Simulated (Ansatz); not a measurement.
# Gallium, omega (AlB2-type) under RPBE: ground state and equation of state, part 2 of 2

Aim: take gallium in the omega (AlB2-type) structure, relax it, solve it on a dense k-mesh, then scale the cell to 7 volumes from 88 to 112 % of the relaxed one and try a fit of the equation of state. Spin polarisation is left out. The k-meshes are 8×8×11 for the relaxation; 10×10×14 for the dense run; 9×9×12 for the volumes.

Ansatz 0.2.0; DFT, RPBE, plane waves (420 eV) with PAW, scalar-relativistic. The steps go on from the part before.

### Step 5. Equation of state: 92 %

Contents of input.yaml:

```yaml
crystal:
  lattice:
    - [4.6345298167, 0.0, 0.0]
    - [-2.3172649084, 4.0136205558, 0.0]
    - [0.0, 0.0, 2.9757281436]
  atoms:
    - { symbol: Ga, position: [0.0, 0.0, 0.0] }
    - { symbol: Ga, position: [0.3333333333, 0.6666666667, 0.5] }
    - { symbol: Ga, position: [0.6666666667, 0.3333333333, 0.5] }
hamiltonian:
  xc: rpbe
  pseudopotentials:
    kind: paw
    azcp:
      Ga: "pseudopotentials/Ga.paw.azcp"
basis:
  ecutwfc: 420
  fft_grid_basis: typed
kpoints:
  mp_grid: { grid: [9, 9, 12], shift: [0, 0, 0] }
magnetization:
  spin_polarized: false
scf:
  occupations: { method: fermi_dirac, width: 0.1 }
  lower_state_search: "off"
output:
  stress: true
```

What it wrote, cut to the lines that bear on the results:

```text
Warning: RAYON_NUM_THREADS=2 ignored (pool sized by the plan → 2); use --threads N
[...]
Pseudopotentials: kind: paw
Pseudopotential: Ga, paw, valence charge 13, recommended cutoff 420 eV (normal), <dir>
Functional definition: RPBE
[...]
Crystal: 3 atoms, lattice volume = 55.352 Å³
Basis set: ecut = 420 eV, 1095 PW (Γ)
Bands: 24, of which v1, the nominal top of the filled ones, is band 20 counted from 1 (19 counted from 0)
Symmetry: 24 space group operations
Space group: P6/mmm (ITA 191), of the structure as read, at distance tolerance 3.8e-5 Å
k-points: 84 of 972
[...]
SCF iter   1: F=—  HF=-11365.629218 eV  |F-HF|=—  |Δ(HF+E_count)|=         —  Δρ=5.04e-3  dr2=4.62e-3  ethr=1.77e-3  ⟨swp⟩=5.2  Hψ=7947  notcnv=0
[...]
SCF iter   6: F=-11365.627381 eV  HF=-11365.627381 eV  |F-HF|=8.07e-8  |Δ(HF+E_count)|=   5.94e-7  Δρ=1.60e-5  dr2=5.48e-8  ethr=2.56e-10  ⟨swp⟩=3.0  Hψ=9273  notcnv=0
[...]
SCF converged after 6 iterations
Free energy (F): -11365.627381 eV
[...]
E sigma→0 (E₀):  -11365.601992 eV
Entropy (-TS):   -0.050779 eV (-16.926 meV/atom)
Fermi energy:    10.136908 eV
[...]
--- Stress (GPa, compression-positive) ---
        4.705667      -0.000000       0.000000
       -0.000000       4.705667       0.000000
        0.000000       0.000000       3.764897
  P = ⅓ Tr σ = 4.3921 GPa (43.921 kbar)
```

Run time: 2.1 s. Hardware: 2 threads of Intel Xeon Platinum 8375C at 2.90GHz (Ice Lake), shared host; peak memory 0.4 GiB.

### Step 6. Equation of state: 96 %

Edit input.yaml of step 5 so:

```diff
@@ -2,5 +2,5 @@
   lattice:
-    - [4.6345298167, 0.0, 0.0]
-    - [-2.3172649084, 4.0136205558, 0.0]
-    - [0.0, 0.0, 2.9757281436]
+    - [4.7007463317, 0.0, 0.0]
+    - [-2.3503731659, 4.07096574, 0.0]
+    - [0.0, 0.0, 3.0182442898]
   atoms:
@@ -27 +27,5 @@
   stress: true
+  write_density: true
+  write_potential: true
+  elf: true
+  volumetric_format: npy
```

What it wrote, cut to the lines that bear on the results:

```text
Warning: RAYON_NUM_THREADS=2 ignored (pool sized by the plan → 2); use --threads N
[...]
Pseudopotentials: kind: paw
Pseudopotential: Ga, paw, valence charge 13, recommended cutoff 420 eV (normal), <dir>
Functional definition: RPBE
[...]
Crystal: 3 atoms, lattice volume = 57.759 Å³
Basis set: ecut = 420 eV, 1109 PW (Γ)
Bands: 24, of which v1, the nominal top of the filled ones, is band 20 counted from 1 (19 counted from 0)
Symmetry: 24 space group operations
Space group: P6/mmm (ITA 191), of the structure as read, at distance tolerance 3.9e-5 Å
k-points: 84 of 972
[...]
SCF iter   1: F=—  HF=-11365.676782 eV  |F-HF|=—  |Δ(HF+E_count)|=         —  Δρ=4.71e-3  dr2=4.22e-3  ethr=1.77e-3  ⟨swp⟩=5.2  Hψ=7876  notcnv=0
[...]
SCF iter   6: F=-11365.674798 eV  HF=-11365.674798 eV  |F-HF|=6.40e-8  |Δ(HF+E_count)|=   3.96e-7  Δρ=1.44e-5  dr2=3.36e-8  ethr=2.56e-10  ⟨swp⟩=8.8  Hψ=13854  notcnv=0
[...]
SCF converged after 6 iterations
Free energy (F): -11365.674798 eV
[...]
E sigma→0 (E₀):  -11365.648941 eV
Entropy (-TS):   -0.051715 eV (-17.238 meV/atom)
Fermi energy:    9.562863 eV
[...]
--- Stress (GPa, compression-positive) ---
        2.243492      -0.000000       0.000000
       -0.000000       2.243492       0.000000
        0.000000       0.000000       1.564895
  P = ⅓ Tr σ = 2.0173 GPa (20.173 kbar)
--- Band table (eV; the first three rows and the last of 84) ---
  k-point 0: bands = ["-5.4770", "-5.3121", "-5.3121", "-5.2966", "-5.2782", "-5.2506", "-5.2506", "-5.2290", "-5.2290", "-5.2263", "-5.2263", "-5.2207", "-5.2207", "-5.0935", "-5.0935", "-1.3197", "7.0170", "7.3003", "8.4311", "8.4311", "8.6327", "8.6327", "14.3998", "17.7997"]
[...]
```

Run time: 2.9 s. Hardware: 2 threads of Intel Xeon Platinum 8375C at 2.90GHz (Ice Lake), shared host; peak memory 0.45 GiB.

Density in a lattice plane of the grid's cell (edges 4.70 and 4.70 Å, at 0.500 of the third edge), which holds Ga.

Ten even steps from ' ' (0.11 e/Å³) to '@' (44.92 e/Å³):
```
                                                
                                                
                                                
                                                
                ::--::                          
            ..==%%##--                          
            ::##@@++..                          
            ::++==..                            
            ....                                
                                                
                                  ....          
                              ..==++::          
                            ..++@@##::          
                            --##%%==..          
                            ::--::              
                                                
                                                
                                                
                                                
                                                
```
Columns run along the first of these edges and rows up along the second, over one cell in 24 and 20 even steps from the bottom left corner. Atoms in the plane (fractional): Ga at (0.33, 0.67), Ga at (0.67, 0.33).

ELF in the same plane.

Ten even steps from '0' (0.03) to '9' (0.48):
```
555444567888888765444555
554445666666666765444555
444456665555555665444455
445565543223455665444444
456655420001455665444444
667654103102456765555555
787652017103567876666667
986641000135679876655678
986642112456898765555668
986654445668986654445668
986655556789865421124668
987655667897653100014668
776666667876530171025678
655555556765420130145676
444444456655410002455665
444444456655432234556554
455444456655555556665444
555544456766666666654445
555544456788888876544455
665544457899999875444556
```
Columns run along the first of these edges and rows up along the second, over one cell in 24 and 20 even steps from the bottom left corner. Atoms in the plane (fractional): Ga at (0.33, 0.67), Ga at (0.67, 0.33).

Both are smooth fields of the valence electrons: close to the nuclei they are not physical.

Maxima of ELF outside the ion cores: 0.48 on the Ga–Ga line, 1.4 Å from Ga.

### Step 7. Equation of state: 100 %

Edit input.yaml of step 6 so:

```diff
@@ -2,5 +2,5 @@
   lattice:
-    - [4.7007463317, 0.0, 0.0]
-    - [-2.3503731659, 4.07096574, 0.0]
-    - [0.0, 0.0, 3.0182442898]
+    - [4.7651481199, 0.0, 0.0]
+    - [-2.38257406, 4.1267393246, 0.0]
+    - [0.0, 0.0, 3.0595952404]
   atoms:
@@ -27,5 +27 @@
   stress: true
-  write_density: true
-  write_potential: true
-  elf: true
-  volumetric_format: npy
```

What it wrote, cut to the lines that bear on the results:

```text
Warning: RAYON_NUM_THREADS=2 ignored (pool sized by the plan → 2); use --threads N
[...]
Pseudopotentials: kind: paw
Pseudopotential: Ga, paw, valence charge 13, recommended cutoff 420 eV (normal), <dir>
Functional definition: RPBE
[...]
Crystal: 3 atoms, lattice volume = 60.165 Å³
Basis set: ecut = 420 eV, 1169 PW (Γ)
Bands: 24, of which v1, the nominal top of the filled ones, is band 20 counted from 1 (19 counted from 0)
Symmetry: 24 space group operations
Space group: P6/mmm (ITA 191), of the structure as read, at distance tolerance 3.9e-5 Å
k-points: 84 of 972
[...]
SCF iter   1: F=—  HF=-11365.692496 eV  |F-HF|=—  |Δ(HF+E_count)|=         —  Δρ=4.70e-3  dr2=4.38e-3  ethr=1.77e-3  ⟨swp⟩=5.2  Hψ=7759  notcnv=0
[...]
SCF iter   6: F=-11365.690526 eV  HF=-11365.690526 eV  |F-HF|=5.58e-8  |Δ(HF+E_count)|=   4.30e-7  Δρ=1.47e-5  dr2=3.81e-8  ethr=2.56e-10  ⟨swp⟩=4.1  Hψ=7361  notcnv=0
[...]
SCF converged after 6 iterations
Free energy (F): -11365.690526 eV
[...]
E sigma→0 (E₀):  -11365.664337 eV
Entropy (-TS):   -0.052378 eV (-17.459 meV/atom)
Fermi energy:    9.036140 eV
[...]
--- Stress (GPa, compression-positive) ---
        0.318035      -0.000000       0.000000
       -0.000000       0.318035       0.000000
        0.000000       0.000000      -0.186835
  P = ⅓ Tr σ = 0.1497 GPa (1.497 kbar)
```

It took 2.1 s on 2 threads of Intel Xeon Platinum 8375C at 2.90GHz (Ice Lake), shared host; peak memory 0.44 GiB.

### Step 8. Equation of state: 104 %

Edit input.yaml of step 7 so:

```diff
@@ -2,5 +2,5 @@
   lattice:
-    - [4.7651481199, 0.0, 0.0]
-    - [-2.38257406, 4.1267393246, 0.0]
-    - [0.0, 0.0, 3.0595952404]
+    - [4.8278546283, 0.0, 0.0]
+    - [-2.4139273142, 4.1810447539, 0.0]
+    - [0.0, 0.0, 3.0998576897]
   atoms:
@@ -27 +27,5 @@
   stress: true
+  write_density: true
+  write_potential: true
+  elf: true
+  volumetric_format: npy
```

What it wrote, cut to the lines that bear on the results:

```text
Warning: RAYON_NUM_THREADS=2 ignored (pool sized by the plan → 2); use --threads N
[...]
Pseudopotentials: kind: paw
Pseudopotential: Ga, paw, valence charge 13, recommended cutoff 420 eV (normal), <dir>
Functional definition: RPBE
[...]
Crystal: 3 atoms, lattice volume = 62.572 Å³
Basis set: ecut = 420 eV, 1211 PW (Γ)
Bands: 24, of which v1, the nominal top of the filled ones, is band 20 counted from 1 (19 counted from 0)
Symmetry: 24 space group operations
Space group: P6/mmm (ITA 191), of the structure as read, at distance tolerance 4.0e-5 Å
k-points: 84 of 972
[...]
SCF iter   1: F=—  HF=-11365.683307 eV  |F-HF|=—  |Δ(HF+E_count)|=         —  Δρ=4.65e-3  dr2=4.47e-3  ethr=1.77e-3  ⟨swp⟩=5.3  Hψ=7738  notcnv=0
[...]
SCF iter   6: F=-11365.681336 eV  HF=-11365.681336 eV  |F-HF|=4.69e-8  |Δ(HF+E_count)|=   4.58e-7  Δρ=1.51e-5  dr2=4.28e-8  ethr=2.56e-10  ⟨swp⟩=9.0  Hψ=14749  notcnv=0
[...]
SCF converged after 6 iterations
Free energy (F): -11365.681336 eV
[...]
E sigma→0 (E₀):  -11365.654759 eV
Entropy (-TS):   -0.053153 eV (-17.718 meV/atom)
Fermi energy:    8.551058 eV
[...]
--- Stress (GPa, compression-positive) ---
       -1.184126      -0.000000       0.000000
        0.000000      -1.184126       0.000000
        0.000000       0.000000      -1.568867
  P = ⅓ Tr σ = -1.3124 GPa (-13.124 kbar)
--- Band table (eV; the first three rows and the last of 84) ---
  k-point 0: bands = ["-6.4060", "-6.2699", "-6.2699", "-6.2562", "-6.2442", "-6.2239", "-6.2239", "-6.2007", "-6.2007", "-6.1996", "-6.1996", "-6.1898", "-6.1898", "-6.0936", "-6.0936", "-1.7570", "5.8204", "6.1111", "7.5817", "7.5817", "7.7931", "7.7931", "13.1523", "16.4634"]
[...]
```

Run time: 3.1 s. Hardware: 2 threads of Intel Xeon Platinum 8375C at 2.90GHz (Ice Lake), shared host; peak memory 0.45 GiB.

### Step 9. Equation of state: 108 %

Edit input.yaml of step 8 so:

```diff
@@ -2,5 +2,5 @@
   lattice:
-    - [4.8278546283, 0.0, 0.0]
-    - [-2.4139273142, 4.1810447539, 0.0]
-    - [0.0, 0.0, 3.0998576897]
+    - [4.8889732004, 0.0, 0.0]
+    - [-2.4444866002, 4.23397499, 0.0]
+    - [0.0, 0.0, 3.1391005606]
   atoms:
@@ -27,5 +27 @@
   stress: true
-  write_density: true
-  write_potential: true
-  elf: true
-  volumetric_format: npy
```

What it wrote, cut to the lines that bear on the results:

```text
Warning: RAYON_NUM_THREADS=2 ignored (pool sized by the plan → 2); use --threads N
[...]
Pseudopotentials: kind: paw
Pseudopotential: Ga, paw, valence charge 13, recommended cutoff 420 eV (normal), <dir>
Functional definition: RPBE
[...]
Crystal: 3 atoms, lattice volume = 64.979 Å³
Basis set: ecut = 420 eV, 1253 PW (Γ)
Bands: 24, of which v1, the nominal top of the filled ones, is band 20 counted from 1 (19 counted from 0)
Symmetry: 24 space group operations
Space group: P6/mmm (ITA 191), of the structure as read, at distance tolerance 4.0e-5 Å
k-points: 84 of 972
[...]
SCF iter   1: F=—  HF=-11365.654643 eV  |F-HF|=—  |Δ(HF+E_count)|=         —  Δρ=4.54e-3  dr2=4.44e-3  ethr=1.77e-3  ⟨swp⟩=5.2  Hψ=7604  notcnv=0
[...]
SCF iter   7: F=-11365.652701 eV  HF=-11365.652701 eV  |F-HF|=1.23e-9  |Δ(HF+E_count)|=   7.74e-8  Δρ=6.60e-6  dr2=2.01e-8  ethr=2.56e-10  ⟨swp⟩=4.0  Hψ=7308  notcnv=0
[...]
SCF converged after 7 iterations
Free energy (F): -11365.652701 eV
[...]
E sigma→0 (E₀):  -11365.625757 eV
Entropy (-TS):   -0.053888 eV (-17.963 meV/atom)
Fermi energy:    8.103024 eV
[...]
--- Stress (GPa, compression-positive) ---
       -2.361482       0.000000       0.000000
        0.000000      -2.361482       0.000000
        0.000000       0.000000      -2.647028
  P = ⅓ Tr σ = -2.4567 GPa (-24.567 kbar)
```

It took 2.5 s on 2 threads of Intel Xeon Platinum 8375C at 2.90GHz (Ice Lake), shared host; peak memory 0.45 GiB.

### Step 10. Equation of state: 112 %

Edit input.yaml of step 9 so:

```diff
@@ -2,5 +2,5 @@
   lattice:
-    - [4.8889732004, 0.0, 0.0]
-    - [-2.4444866002, 4.23397499, 0.0]
-    - [0.0, 0.0, 3.1391005606]
+    - [4.9486007014, 0.0, 0.0]
+    - [-2.4743003507, 4.2856139206, 0.0]
+    - [0.0, 0.0, 3.177386048]
   atoms:
```

What it wrote, cut to the lines that bear on the results:

```text
Warning: RAYON_NUM_THREADS=2 ignored (pool sized by the plan → 2); use --threads N
[...]
Pseudopotentials: kind: paw
Pseudopotential: Ga, paw, valence charge 13, recommended cutoff 420 eV (normal), <dir>
Functional definition: RPBE
[...]
Crystal: 3 atoms, lattice volume = 67.385 Å³
Basis set: ecut = 420 eV, 1337 PW (Γ)
Bands: 24, of which v1, the nominal top of the filled ones, is band 20 counted from 1 (19 counted from 0)
Symmetry: 24 space group operations
Space group: P6/mmm (ITA 191), of the structure as read, at distance tolerance 4.1e-5 Å
k-points: 84 of 972
[...]
SCF iter   1: F=—  HF=-11365.610637 eV  |F-HF|=—  |Δ(HF+E_count)|=         —  Δρ=4.41e-3  dr2=4.36e-3  ethr=1.77e-3  ⟨swp⟩=5.2  Hψ=7519  notcnv=0
[...]
SCF iter   7: F=-11365.608738 eV  HF=-11365.608738 eV  |F-HF|=1.22e-9  |Δ(HF+E_count)|=   1.04e-7  Δρ=6.72e-6  dr2=2.26e-8  ethr=2.56e-10  ⟨swp⟩=4.1  Hψ=7365  notcnv=0
[...]
SCF converged after 7 iterations
Free energy (F): -11365.608738 eV
[...]
E sigma→0 (E₀):  -11365.581359 eV
Entropy (-TS):   -0.054758 eV (-18.253 meV/atom)
Fermi energy:    7.688545 eV
[...]
--- Stress (GPa, compression-positive) ---
       -3.299195      -0.000000       0.000000
        0.000000      -3.299195       0.000000
        0.000000       0.000000      -3.484119
  P = ⅓ Tr σ = -3.3608 GPa (-33.608 kbar)
```

It took 2.9 s on 2 threads of Intel Xeon Platinum 8375C at 2.90GHz (Ice Lake), shared host; peak memory 0.45 GiB.

### Step 11. Fitting the volumes

The cell was scaled evenly, with its shape and the fractional positions fixed.

```tsv
V (Å³/atom)	E − E₀ (meV/atom)	P from the stress (GPa)	P from the fit (GPa)
17.649	49.8	7.42	7.36
18.451	20.8	4.39	4.35
19.253	5.1	2.02	1.99
20.055	0.0	0.15	0.13
20.857	3.2	-1.31	-1.33
21.660	12.9	-2.46	-2.49
22.462	27.7	-3.36	-3.39
```

A third-order Birch-Murnaghan fit gives V₀ = 20.119 Å³/atom, B₀ = 40 GPa and B₀′ = 5.0; it misses no point by more than 0.02 meV/atom.

### Step 12. Results

What follows sums up all 2 parts.

| quantity | value |
| --- | --- |
| space group (spins left aside) | P6/mmm (No. 191) |
| conventional cell | a = 4.765 Å, c = 3.060 Å (c/a = 0.642) |
| volume | 20.055 Å³/atom |
| shortest distance | 2.751 Å |
| gap on the mesh | none (levels filled in part) |
| relative to alpha-Ga (Cmce) | +41 meV/atom |
| V₀, B₀, B₀′ | 20.119 Å³/atom, 40 GPa, 5.0 |

**Reading.** From the guessed start the volume grew by 2.3 % in 7 steps. Against the reference form of gallium (alpha-Ga (Cmce), computed apart with the same settings) it stands 41 meV/atom higher. Levels at the Fermi energy are filled in part, as in a metal. The fitted modulus is 40 GPa; letting shape and positions relax at each volume could only lower it. The symmetry was held, so the structure may be unstable against distortions that break it.
